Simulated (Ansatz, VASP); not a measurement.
## One calculation of Hg, two programs

INCAR

```
PREC = Accurate ; ENCUT = 520
EDIFF = 1E-7 ; ISMEAR = 0
SIGMA = 0.15 ; LREAL = F
LASPH = T ; NELM = 60
ALGO = Fast ; ISIF = 2
LWAVE = F ; LCHARG = F
GGA = PE ; IVDW = 12
NBANDS = 12
```

KPOINTS

```
Automatic mesh
0
Gamma
  18 18 18
```

The input POSCAR:

```
Hg
1.0
   -2.0179526250      2.0179526250      1.8022580000
    2.0179526250     -2.0179526250      1.8022580000
    2.0179526250      2.0179526250     -1.8022580000
Hg
1
Direct
    0.0000000000      0.0000000000      0.0000000000
```

Input for Ansatz:

```yaml
crystal:
  lattice:
    - [-2.017952625, 2.017952625, 1.802258]
    - [2.017952625, -2.017952625, 1.802258]
    - [2.017952625, 2.017952625, -1.802258]
  atoms:
    - { symbol: Hg, position: [0.0, 0.0, 0.0] }
basis:
  ecutwfc: 420
kpoints:
  mp_grid: { grid: [18, 18, 18] }
hamiltonian:
  xc: pbe
  dispersion: d3bj
scf:
  occupations: { method: gaussian, width: 0.15 }
output:
  forces: true
  stress: true
  eigenvalues: true
```

Change from the starting cell: strain -0.025 along x and y, +0.000 along z, atoms carried along.

Alike in both runs: task single point; functional PBE; dispersion D3(BJ); k mesh 18 × 18 × 18; occupations gaussian, width 0.15 eV; no spin polarisation.

|  | VASP | Ansatz |
| --- | --- | --- |
| version | VASP 6.6.1 | Ansatz 0.2.0 |
| potentials or method | VASP PAW PBE potentials, release 64 (Hg) | scalar-relativistic, plane waves, PAW |
| plane-wave cutoff (eV) | 520 | 420 |
| valence electrons in the cell | 12 | 20 |

|  | VASP | Ansatz | Ansatz less VASP |
| --- | --- | --- | --- |
| gap on the k mesh at the Fermi level (eV) | none | none | - |
| pressure (GPa) | -1.8 | -1.9 | -0.09 |
| largest component of the traceless stress (GPa) | 0.17 | 0.16 | -0.003 |

A gap of «none» marks a metal or a gap that the smearing closes. The two sets of potentials don't hold the same shells in valence.

Caveats: pairwise dispersion overbinds metals, which lowers pressure and volume. The runs have no spin-orbit coupling, so splittings on Hg are missing.
